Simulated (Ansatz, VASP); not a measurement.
**One calculation of Pt, two programs**

```
Pt
1.0
     0.00000    1.98498    1.98498
     1.98498    0.00000    1.98498
     1.98498    1.98498    0.00000
Pt
1
Direct
  0.00000 0.00000 0.00000
```

Change from the starting cell: volume scaled by 1, norm-conserving files.

Alike in both runs: task single point; functional PBE; k mesh 16 × 16 × 16; occupations fermi-dirac, width 0.05 eV; no spin polarisation.

```csv
,VASP,Ansatz
version,VASP 6.6.1,Ansatz 0.2.0
potentials or method,"VASP PAW PBE potentials, release 64 (Pt)","norm-conserving pseudopotentials, scalar-relativistic"
plane-wave cutoff (eV),520,1143
valence electrons in the cell,10,18
```

```tsv
	VASP	Ansatz	Ansatz less VASP
pressure (GPa)	-0.5	0.1	+0.61
```

With one functional, cell and mesh, what is left measures potentials, basis and numerics. The two sets of potentials don't hold the same shells in valence.

The runs have no spin-orbit coupling, so splittings on Pt are missing.
